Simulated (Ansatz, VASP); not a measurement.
# TiO2 (anatase prototype): VASP beside Ansatz, part 2 of 2

One calculation is typed for both programs; each brings its own data sets. How far apart do they land? The start cell is built, not measured: As first built, before any earlier steps moved the atoms (in the runner's words): anatase prototype, lattice typed by the model. The cell is taken from a series of runs on this material, whose earlier steps may have relaxed, scaled, displaced or heated it; both programs get it as it stands.

VASP 6.6.1 and Ansatz 0.2.0.

So far: The starting structure; Ansatz: relaxation of cell and atoms, PBEsol.

## 3. VASP: relaxation of cell and atoms, PBEsol

Level of this step: PBEsol, zero-moment start; plane waves and PAW (Ti_sv, O) (VASP).

The same cell, functional, mesh and smearing now go to VASP, with its own data sets.

Lines of VASP's logs that name or quote its potential files are left out, and so is its time.

Input file INCAR:

```
SYSTEM = TiO2
PREC = Accurate
ENCUT = 600
EDIFF = 1E-07
NELM = 200
ISMEAR = -1
SIGMA = 0.05
LREAL = .FALSE.
ALGO = Normal
GGA = PS
NBANDS = 33
ISPIN = 2
MAGMOM = 0 0 -0 -0 -0 -0
LASPH = .TRUE.
LMAXMIX = 4
LORBIT = 11
LWAVE = .FALSE.
LCHARG = .FALSE.
ISIF = 3
IBRION = 2
NSW = 80
EDIFFG = -0.005
GGA_COMPAT = .FALSE.
NELMIN = 4
KPAR = 2
```

Input file POSCAR:

```
TiO2
1.0
   -1.8950000000      1.8950000000      4.7550000000
    1.8950000000     -1.8950000000      4.7550000000
    1.8950000000      1.8950000000     -4.7550000000
Ti O
2 4
Direct
    0.0000000000      0.0000000000      0.0000000000
    0.7500000000      0.2500000000      0.5000000000
    0.2080000000      0.2080000000      0.0000000000
    0.9580000000      0.4580000000      0.5000000000
    0.5420000000      0.0420000000      0.5000000000
    0.7920000000      0.7920000000      0.0000000000
```

Input file KPOINTS:

```
Automatic mesh
0
Gamma
8 8 8
0 0 0
```

The projector-augmented-wave data sets are Ti_sv and O (PBE family, release 64).

Launch:

```console
$ mpirun -np 2 vasp_std
```

Numbers of over 12 decimals in the logs are rounded to 6 here.

Log:

```text
[banner, memory and clock lines left out]
running    2 mpi-ranks, on    1 nodes
 distrk:  each k-point on    1 cores,    2 groups
 distr:  one band on    1 cores,    1 groups

 POSCAR found type information on POSCAR TiO
 POSCAR found :  2 types and       6 ions
|                                                                             |
|               ----> ADVICE to this user running VASP <----                  |
|                                                                             |
|     You enforced a specific xc type in the INCAR file but a different       |
|     [... a line on the potential file left out ...]
|     I HOPE YOU KNOW WHAT YOU ARE DOING!                                     |
|                                                                             |

 LDA part: xc-table for (Slater+PW92), standard interpolation
 POSCAR, INCAR and KPOINTS ok, starting setup
 FFT: planning ... GRIDC
 FFT: planning ... GRID_SOFT
 FFT: planning ... GRID
 WAVECAR not read
 entering main loop
       N       E                     dE             d eps       ncg     rms          rms(c)
DAV:   1     0.692294036626E+03    0.69229E+03   -0.26172E+04  7788   0.187E+03
DAV:   2     0.349067733910E+02   -0.65739E+03   -0.61065E+03  8462   0.534E+02
DAV:   3    -0.671420433711E+02   -0.10205E+03   -0.99591E+02 10651   0.197E+02
DAV:   4    -0.723222053132E+02   -0.51802E+01   -0.51681E+01 11824   0.434E+01
DAV:   5    -0.725118888881E+02   -0.18968E+00   -0.18964E+00  9967   0.663E+00    0.329E+01
DAV:   6    -0.564357213722E+02    0.16076E+02   -0.73815E+01 10922   0.876E+01    0.110E+01
DAV:   7    -0.564648827566E+02   -0.29161E-01   -0.13934E+01 10377   0.311E+01    0.978E+00
DAV:   8    -0.562165497822E+02    0.24833E+00   -0.78399E-01 10693   0.935E+00    0.466E+00
DAV:   9    -0.562474299149E+02   -0.30880E-01   -0.42829E-01 11401   0.578E+00    0.172E+00
DAV:  10    -0.562288468509E+02    0.18583E-01   -0.13646E-01 10639   0.460E+00    0.664E-01
DAV:  11    -0.562241147210E+02    0.47321E-02   -0.18300E-02 10546   0.953E-01    0.137E-01
DAV:  12    -0.562241729015E+02   -0.58180E-04   -0.10605E-03  9173   0.282E-01    0.597E-02
DAV:  13    -0.562241612559E+02    0.11646E-04   -0.10589E-04 10301   0.102E-01    0.259E-02
DAV:  14    -0.562241619493E+02   -0.69343E-06   -0.75394E-05 10498   0.829E-02    0.145E-02
DAV:  15    -0.562241609294E+02    0.10199E-05   -0.90048E-06 10988   0.308E-02    0.310E-03
DAV:  16    -0.562241615526E+02   -0.62317E-06   -0.18231E-06 10366   0.121E-02    0.359E-03
DAV:  17    -0.562241614025E+02    0.15003E-06   -0.60880E-07  9735   0.921E-03    0.714E-04
DAV:  18    -0.562241613994E+02    0.31705E-08   -0.21791E-08  5714   0.125E-03
   1 F= -.56224161E+02 E0= -.56224161E+02  d E =-.562242E+02  mag=     0.0000
[... from here on, the cycles between the ionic steps are left out ...]
   2 F= -.56225396E+02 E0= -.56225396E+02  d E =-.123440E-02  mag=     0.0000
   3 F= -.56226515E+02 E0= -.56226515E+02  d E =-.235337E-02  mag=    -0.0000
   4 F= -.56226729E+02 E0= -.56226729E+02  d E =-.213787E-03  mag=     0.0000
   5 F= -.56226780E+02 E0= -.56226780E+02  d E =-.265104E-03  mag=     0.0000
   6 F= -.56226874E+02 E0= -.56226874E+02  d E =-.937881E-04  mag=    -0.0000
   7 F= -.56227064E+02 E0= -.56227064E+02  d E =-.283983E-03  mag=     0.0000
   8 F= -.56227031E+02 E0= -.56227031E+02  d E =-.251450E-03  mag=     0.0000
 curvature:   1.18 expect dE= 0.376E-04 dE for cont linesearch  0.308E-04
 ZBRENT: bracketing found
 ZBRENT: interpolating
 opt :   5.7620  next Energy=   -56.227119 (dE=-0.340E-03)
 bond charge predicted
       N       E                     dE             d eps       ncg     rms          rms(c)
DAV:   1    -0.562275033720E+02   -0.47202E-03   -0.21605E-01  7790   0.340E+00    0.221E-01
DAV:   2    -0.562274282100E+02    0.75162E-04   -0.77613E-03  8535   0.599E-01    0.126E-01
DAV:   3    -0.562271162941E+02    0.31192E-03   -0.83298E-04 10176   0.236E-01    0.320E-02
DAV:   4    -0.562271165024E+02   -0.20834E-06   -0.85384E-05 10269   0.606E-02    0.209E-02
DAV:   5    -0.562271167397E+02   -0.23721E-06   -0.61381E-06 11018   0.302E-02    0.965E-03
DAV:   6    -0.562271171283E+02   -0.38870E-06   -0.29016E-06  9934   0.120E-02    0.364E-03
DAV:   7    -0.562271174548E+02   -0.32644E-06   -0.46086E-07  9177   0.573E-03    0.118E-03
DAV:   8    -0.562271174934E+02   -0.38634E-07   -0.40016E-08  4331   0.156E-03
   9 F= -.56227117E+02 E0= -.56227117E+02  d E =-.337621E-03  mag=     0.0000
 curvature:  -2.13 expect dE=-0.413E-06 dE for cont linesearch -0.178E-07
 trial: gam= 0.01264 g(F)=  0.281E-07 g(S)=  0.166E-06 ort =-0.107E-05 (trialstep = 0.184E+01)
 search vector abs. value=  0.189E-06
 reached required accuracy - stopping structural energy minimisation
```

From OUTCAR (step 3):

```text
ion  position               nearest neighbor table
   1  0.000  0.000  0.000-   5 1.94   4 1.94   5 1.94   4 1.94   3 1.98   6 1.98
   2  0.750  0.250  0.500-   6 1.94   3 1.94   6 1.94   3 1.94   4 1.98   5 1.98
   3  0.208  0.208  0.000-   2 1.94   2 1.94   1 1.98
   4  0.958  0.458  0.500-   1 1.94   1 1.94   2 1.98
   5  0.542  0.042  0.500-   1 1.94   1 1.94   2 1.98
   6  0.792  0.792  0.000-   2 1.94   2 1.94   1 1.98

  LATTYP: Found a body centered tetragonal cell.
 ALAT       =     3.7900000000
 C/A-ratio  =     2.5092348285

 Subroutine GETGRP returns: Found 16 space group operations
 (whereof  8 operations were pure point group operations)

The static configuration has the point symmetry D_2d.
 The point group associated with its full space group is D_4h.

 Found     59 irreducible k-points:

   k-points           NKPTS =     59   k-points in BZ     NKDIM =     59   number of bands    NBANDS=     33

   dimension x,y,z NGX =    48 NGY =   48 NGZ =   48
   dimension x,y,z NGXF=    96 NGYF=   96 NGZF=   96

   ENCUT  =  600.0 eV  44.10 Ry    6.64 a.u.  10.90 10.90 10.90*2*pi/ulx,y,z

   NELECT =      48.0000    total number of electrons

 k-points in reciprocal lattice and weights: Automatic mesh
   0.00000000  0.00000000  0.00000000       0.002
   0.12500000  0.00000000 -0.00000000       0.016
   0.25000000  0.00000000 -0.00000000       0.016
   0.37500000 -0.00000000  0.00000000       0.016
   0.50000000  0.00000000 -0.00000000       0.008
   0.12500000  0.12500000 -0.00000000       0.016
   0.25000000  0.12500000  0.00000000       0.031
   0.37500000  0.12500000  0.00000000       0.031
   0.50000000  0.12500000  0.00000000       0.031
[...]
-0.37500000 -0.37500000  0.37500000       0.004
   0.50000000  0.50000000  0.50000000       0.002

 average (electrostatic) potential at core
       1 -76.8887       2 -76.8887       3 -70.2848       4 -70.2848       5 -70.2848
       6 -70.2848

 E-fermi :   4.3525

 spin component 1
 k-point     1 :       0.0000    0.0000    0.0000
  band No.  band energies     occupation
    ...
     20       2.5091      1.00000
     21       2.5149      1.00000
     22       2.5149      1.00000
     23       2.8250      1.00000
     24       2.8250      1.00000
     25       5.3792      0.00000
     26       6.1259      0.00000
     27       7.3187      0.00000
     28       7.3187      0.00000
     29       7.3424      0.00000
    ...

 k-point     2 :       0.1250    0.0000   -0.0000
  band No.  band energies     occupation
    ...
     20       2.1599      1.00000
     21       2.4111      1.00000
     22       2.5134      1.00000
     23       2.6090      1.00000
     24       2.8468      1.00000
     25       5.7439      0.00000
     26       6.1884      0.00000
     27       6.9182      0.00000
     28       7.0829      0.00000
     29       7.2705      0.00000
    ...

 k-point     3 :       0.2500    0.0000   -0.0000
  band No.  band energies     occupation
    ...
     20       1.5821      1.00000
     21       1.9237      1.00000
     22       2.4849      1.00000
     23       2.5066      1.00000
     24       2.7838      1.00000
     25       6.2513      0.00000
     26       6.5320      0.00000
     27       6.6240      0.00000
     28       6.8922      0.00000
     29       7.1994      0.00000
    ...

 k-point     4 :       0.3750   -0.0000    0.0000
  band No.  band energies     occupation
    ...
     20       1.3833      1.00000
     21       1.4814      1.00000
     22       2.3849      1.00000
     23       2.4671      1.00000
     24       2.6777      1.00000
     25       6.4365      0.00000
     26       6.7441      0.00000
     27       6.9003      0.00000
     28       6.9082      0.00000
     29       7.3440      0.00000
    ...

 k-point     5 :       0.5000    0.0000   -0.0000
  band No.  band energies     occupation
    ...
     20       1.2953      1.00000
     21       1.3083      1.00000
     22       2.3294      1.00000
     23       2.4539      1.00000
     24       2.6449      1.00000
     25       6.5325      0.00000
     26       6.8546      0.00000
     27       6.8641      0.00000
     28       6.9491      0.00000
     29       7.6132      0.00000
    ...

 k-point     6 :       0.1250    0.1250   -0.0000
  band No.  band energies     occupation
    ...
     20       1.9495      1.00000
     21       2.1021      1.00000
     22       2.3566      1.00000
     23       2.5858      1.00000
     24       2.9630      1.00000
     25       6.0166      0.00000
     26       6.2020      0.00000
     27       6.7609      0.00000
     28       7.0216      0.00000
     29       7.1447      0.00000
    ...

  Total       -0.0031092     -0.0031092     -0.0011572      0.0000000     -0.0000000      0.0000000
  in kB       -0.0732447     -0.0732447     -0.0272605      0.0000000     -0.0000000      0.0000000
  external PRESSURE =      -0.0579166 kB  Pullay stress =       0.0000000 kB

  energy-cutoff  :      600.00
  volume of cell :       68.01
      direct lattice vectors                 reciprocal lattice vectors
    -1.886167648  1.886167648  4.779313093     0.000000000  0.265087783  0.104617544
     1.886167648 -1.886167648  4.779313093     0.265087783  0.000000000  0.104617544
     1.886167648  1.886167648 -4.779313093     0.265087783  0.265087783  0.000000000

 POSITION                                       TOTAL-FORCE (eV/Angst)
 -----------------------------------------------------------------------------------
      0.00000      0.00000      0.00000         0.000000      0.000000     -0.000000
      0.00000      1.88617      2.38966         0.000000      0.000000     -0.000000
      0.00000      0.00000      1.98406         0.000000     -0.000000      0.000381
      0.00000      1.88617      4.37371        -0.000000      0.000000      0.000381
      0.00000      1.88617      0.40560        -0.000000      0.000000     -0.000381
      0.00000      0.00000      7.57457         0.000000     -0.000000     -0.000381
 -----------------------------------------------------------------------------------
    total drift:                                0.000000      0.000000     -0.000000

  FREE ENERGIE OF THE ION-ELECTRON SYSTEM (eV)
  ---------------------------------------------------
  free  energy   TOTEN  =       -56.2271174934 eV

  energy  without entropy=      -56.2271174934  energy(sigma->0) =      -56.22711749

 reached required accuracy - stopping structural energy minimisation

 total charge
# of ion       s       p       d       tot
------------------------------------------
    1        2.229   6.308   1.770  10.307
    2        2.229   6.308   1.770  10.307
    3        1.564   3.491   0.000   5.055
    4        1.564   3.491   0.000   5.055
    5        1.564   3.491   0.000   5.055
    6        1.564   3.491   0.000   5.055
--------------------------------------------------
tot         10.713  26.579   3.540  40.833

 magnetization (x)
# of ion       s       p       d       tot
------------------------------------------
    1        0.000   0.000  -0.000   0.000
    2        0.000   0.000  -0.000   0.000
    3       -0.000  -0.000   0.000  -0.000
    4       -0.000  -0.000   0.000  -0.000
    5       -0.000  -0.000   0.000  -0.000
    6       -0.000  -0.000   0.000  -0.000
--------------------------------------------------
tot          0.000  -0.000  -0.000  -0.000

[... 1 further part left out ...]
```

CONTCAR:

```
TiO2
   1.00000000000000
    -1.8861676480018934    1.8861676480018934    4.7793130926302920
     1.8861676480018934   -1.8861676480018934    4.7793130926302920
     1.8861676480018934    1.8861676480018934   -4.7793130926302920
  Ti              O
     2     4
Direct
     0.0000000000000000    0.0000000000000000    0.0000000000000000
     0.7500000000000000    0.2500000000000000    0.5000000000000000
     0.2075671854447599    0.2075671854447599    0.0000000000000000
     0.9575671854447599    0.4575671854447599    0.5000000000000000
     0.5424328145552401    0.0424328145552401    0.5000000000000000
     0.7924328145552401    0.7924328145552401    0.0000000000000000
```

This run allows spin, but its moments start at zero, where symmetry between the spins tends to hold them, although Ti can carry a moment. The run keeps the 16 symmetry operations of its start, so it cannot find a distortion of lower symmetry.

## 4. Comparison

Known differences besides the potentials themselves: the cutoff is 420 eV in Ansatz and 600 eV in VASP; Ansatz makes its cores anew for this functional, VASP keeps those of its PBE data sets; Ansatz adds a Pulay correction to the stress that steers its cell, VASP none. Total energies have different zeros and are not compared.

The two programs side by side:

| quantity | Ansatz | VASP | difference |
| --- | --- | --- | --- |
| volume (Å³) | 67.87 | 68.01 | -0.21 % |
| edge a after relaxation, in the typed setting (Å) | 5.469 | 5.473 | -0.07 % |

## 5. Summary of results

```
difference in volume (relaxation of cell and atoms, PBEsol) : -0.21 %
```

What this shows: The difference in volume is -0.21 % (relaxation of cell and atoms, PBEsol), within the 1.2 % picked in this series as the mark of a large difference, as far as the stopping tolerances let one tell. Such differences can come from data sets, numerical settings and the points named under the comparisons, not from the functional's error against experiment.

[Lines on the potential files, build, host, timing and source positions are cut from VASP's logs without a mark.]

[Logs are printed without paths, hosts, clocks, repeated set-up lines and the standing remarks that a program may print on its own settings, such as how far it seeks lower states.]

[Hosts, paths, dates, database ids (printed as entryN), source tags and the programs' standing remarks are cut or masked in the printed files.]
